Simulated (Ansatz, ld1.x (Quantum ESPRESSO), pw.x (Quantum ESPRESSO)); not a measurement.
# Equation-of-state test of one RRKJ potential (lanthanum)

```json
{"Element": "La", "Generator": "ld1.x (Quantum ESPRESSO) 7.5", "Type": "norm-conserving RRKJ (Kleinman–Bylander form)", "Functional": "PBEsol", "Relativity": "scalar-relativistic", "Frozen core": "[Xe]", "Valence charge": "3", "Reference configuration": "4f0 5d1 6s2 6p0", "Partial waves": "6p (bound, empty): rc 3.90 bohr; 5d (bound): rc 2.80 bohr; 4f (bound, empty): rc 1.15 bohr; 6s (bound): rc 2.95 bohr", "Local potential": "the s channel", "Core correction": "a·sin(br)/r model core, default radius (core density twice the valence density)", "rho0": "0.01"}
```

Atomic tests: cutoffs needed: 10 Ry and 18 Ry (the cutoffs (Ry, on a coarse ladder) from which the occupation-weighted sum of valence levels, in a spherical-Bessel basis at the reference potential, stays within 10 and 1 mRy of its value at 400 Ry) The cutoffs count occupied waves only; the empty 4f level needs 160 Ry at the loose tolerance.; ghost test: no extra level below or beside the all-electron valence levels (p, d, f, s tested) (spherical-Bessel basis up to 400 Ry, 20 bohr box); configuration tests: 1 of 7 tests not solved or not reliable.

Crystal test: fcc La in pw.x 7.5, no spin, 11³ k-points, Fermi–Dirac smearing 0.01 Ry, cutoffs 50/200 Ry. The reference is all-electron LAPW (Ansatz 0.2.0) with the same functional, mesh and smearing; V0 and B0 come from Birch–Murnaghan fits to the pressures at five volumes. Errors are pseudo minus all-electron; Δ is the rms difference of the E(V) curves that follow from these fits, minima aligned, over ±6 % about the mean V0. Mesh and smearing are coarse, so the numbers serve the comparison and aren't converged zero-temperature values; the lattice is a test structure that the element need not adopt.

```json
{"V (Å³/atom)": "31.994", "P all-electron (GPa)": "1.86", "P pseudo (GPa)": "8.74"}
{"V (Å³/atom)": "32.836", "P all-electron (GPa)": "1.06", "P pseudo (GPa)": "7.37"}
{"V (Å³/atom)": "33.678", "P all-electron (GPa)": "0.33", "P pseudo (GPa)": "6.11"}
{"V (Å³/atom)": "34.520", "P all-electron (GPa)": "-0.34", "P pseudo (GPa)": "4.96"}
{"V (Å³/atom)": "35.362", "P all-electron (GPa)": "-0.96", "P pseudo (GPa)": "3.90"}
```

All-electron: a0 = 5.147 Å (V0 = 34.08 Å³/atom), B0 = 27.2 GPa.

Pseudopotential: mean pressure error (GPa): +5.83. The pressure does not cross zero within the volumes sampled, so no fit is given. The largest radius (3.90 bohr) exceeds half the bond length (3.42 bohr), so the spheres overlap, which is one possible source of error among others. This is a poor potential for the solid. Atomic configuration tests: 1 of 7 tests not solved or not reliable. The logarithmic derivative shows an extra or strongly shifted pseudo pole above the reference energy (s near 1.25 Ry).

Question: At the middle volume, how do free energy and pressure move when the wave cutoff is lowered (ecutrho kept at four times it)?

Answer:

```csv
cutoff (Ry),shift of F (meV/atom),shift of P (GPa)
22,+13.2,+0.08
30,+7.4,+0.15
40,+3.7,+0.07
```

Input at the middle volume:

```
&control
  calculation='scf', prefix='x', pseudo_dir='./', outdir='./tmp', tstress=.true., disk_io='none'
/
&system
  ibrav=0, nat=1, ntyp=1, ecutwfc=50, ecutrho=200, nbnd=8,
  occupations='smearing', smearing='fd', degauss=0.01
/
&electrons
  conv_thr=1e-09, mixing_beta=0.4, electron_maxstep=70
/
ATOMIC_SPECIES
La 1.0 La.UPF
CELL_PARAMETERS angstrom
  0.00000000 2.56313865 2.56313865
  2.56313865 0.00000000 2.56313865
  2.56313865 2.56313865 0.00000000
ATOMIC_POSITIONS crystal
La 0.0000 0.0000 0.0000
K_POINTS automatic
11 11 11 0 0 0
```

```bash
pw.x < La.scf.in > La.scf.out
```

Lines of the output:

```
Message from routine setup:
     using ibrav=0 with symmetry is DISCOURAGED, use correct ibrav instead
     lattice parameter (alat)  =       6.8499  a.u.
     unit-cell volume          =     227.2704 (a.u.)^3
     number of electrons       =         3.00
     number of Kohn-Sham states=            8
     kinetic-energy cutoff     =      50.0000  Ry
     charge density cutoff     =     200.0000  Ry
     scf convergence threshold =      1.0E-09
     Exchange-correlation= PBESOL
     number of k points=    56  Fermi-Dirac smearing, width (Ry)=  0.0100
     iteration #  1     ecut=    50.00 Ry     beta= 0.40
     total energy              =      -5.25427296 Ry
     estimated scf accuracy    <       0.00054367 Ry
     iteration #  2     ecut=    50.00 Ry     beta= 0.40
     total energy              =      -5.25432422 Ry
     estimated scf accuracy    <       0.00019864 Ry
     iteration #  3     ecut=    50.00 Ry     beta= 0.40
     total energy              =      -5.25432870 Ry
     estimated scf accuracy    <       0.00000028 Ry
     iteration #  4     ecut=    50.00 Ry     beta= 0.40
     total energy              =      -5.25432952 Ry
     estimated scf accuracy    <       0.00000001 Ry
     iteration #  5     ecut=    50.00 Ry     beta= 0.40
     the Fermi energy is     5.6614 ev
!    total energy              =      -5.25432952 Ry
     estimated scf accuracy    <          1.3E-10 Ry
     smearing contrib. (-TS)   =      -0.00578748 Ry
     The total energy is F=E-TS. E is the sum of the following terms:
     one-electron contribution =       3.05427796 Ry
     hartree contribution      =       0.00179830 Ry
     xc contribution           =      -4.04502803 Ry
     ewald contribution        =      -4.25959027 Ry
     convergence has been achieved in   5 iterations
          total   stress  (Ry/bohr**3)                   (kbar)     P=       61.10
     Message from routine punch:
     Nothing written, as per user request (disk_io='none')
```

The run at the middle volume (56 k-points, 5 iterations) took about 4.5 s on one core of a shared host (Neoverse-V2, 96 threads, 371 GiB, load 71).
